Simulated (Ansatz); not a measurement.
Crystal: HgSe.

```
Hg Se
1.0
     0.00000    3.03900    3.03900
     3.03900    0.00000    3.03900
     3.03900    3.03900    0.00000
Hg Se
1 1
Direct
  0.00000 0.00000 0.00000
  0.75000 0.75000 0.75000
```

Base run:

* Program: Ansatz 0.2.0
* Functional: LDA
* Potentials or basis: all-electron LAPW, scalar-relativistic
* Cutoff: 278 eV (chosen from the basis error)
* Basis error allowed: 0.001 eV/atom
* k mesh: 8 × 8 × 8
* Occupations: fermi-dirac, width 0.05 eV
* Spin: no spin polarisation

Its results: pressure -0.4 GPa.

**Question.** The run is repeated on the same cell with these changes: functional from LDA to revPBE. What comes out?

**Answer.** Pressure 6.2 GPa.

revPBE binds less tightly than LDA, so the same cell stands under more pressure.
